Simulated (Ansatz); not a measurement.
# CdI2-type MnO₂

Level of theory: DFT, PBE+U (U_eff = 3.9 eV on Mn 3d), scalar-relativistic, collinear spin; plane waves to 420 eV with PAW datasets (Ansatz 0.2.0), 10×10×6 k-mesh, Gaussian smearing of 0.05 eV; PAW files: Ansatz's generated set soft_2.

Space group P-3m1 (No. 164). a = 2.920 Å, b = 2.920 Å, c = 5.507 Å, α = 90.00°, β = 90.00°, γ = 120.00°
```
atom  site  symmetry       x       y       z
  Mn    1a      -3m.  0.0000  0.0000  0.0000
   O    2d       3m.  0.3333  0.6667  0.1729
```

The start was a prototype's sites filled with these elements. The Crystallography Open Database lists the compound in space groups Pnma, I4/m, P42/mnm, so this is a trial structure.

Magnetic state: ferromagnetic, site spin moments Mn 2.86; O -0.14 μB.

The cell above was scaled in volume, and shape and atoms were relaxed at each volume within its symmetry. Energies are counted from the cell above.

At this volume the pressure is -0.04 GPa.

| V (Å³/atom) | ΔE (meV/atom) | P (GPa) | gap on the mesh (eV) | largest moment (μB) |
| --- | --- | --- | --- | --- |
| 12.81 | 0.3 | 0.29 | 1.78 | 2.86 |
| 13.02 | 0.2 | 0.27 | 1.80 | 2.86 |
| 13.29 | 0.0 | 0.17 | 1.83 | 2.86 |
| 13.56 | 0.0 | -0.04 | 1.84 | 2.86 |
| 13.83 | 0.1 | -0.07 | 1.85 | 2.86 |
| 14.10 | 0.2 | -0.08 | 1.87 | 2.87 |
| 14.51 | ? | ? | ? | ? |
| 14.91 | 0.6 | -0.10 | 1.91 | 2.87 |

Question: Fill in the withheld row.

Answer: ΔE (meV/atom): 0.4, P (GPa): -0.11, gap on the mesh (eV): 1.89, largest moment (μB): 2.87.

Question: Can a bulk modulus be trusted from these points?

Answer: No. The energies are smooth (scatter 0.01 meV/atom), but the pressures don't fall steadily as the cell grows, and the fit's B0′ of 18.2 is out of the usual range: the curve is too flat or too lopsided over this range, as for soft or weakly bound crystals, and a third-order form can't fix it.

With a Hubbard U or exact exchange the result depends on the state in which the open shell ends, and a lower one can't be excluded. Site moments are of spin, integrated over atomic spheres. The structure is built of weakly bound layers, and this functional has no dispersion term, so their spacing and all that hangs on it (volume, the soft elastic constants, low modes, dielectric constants) are poorly given. The moments were started parallel, and the real magnetic order may be another.
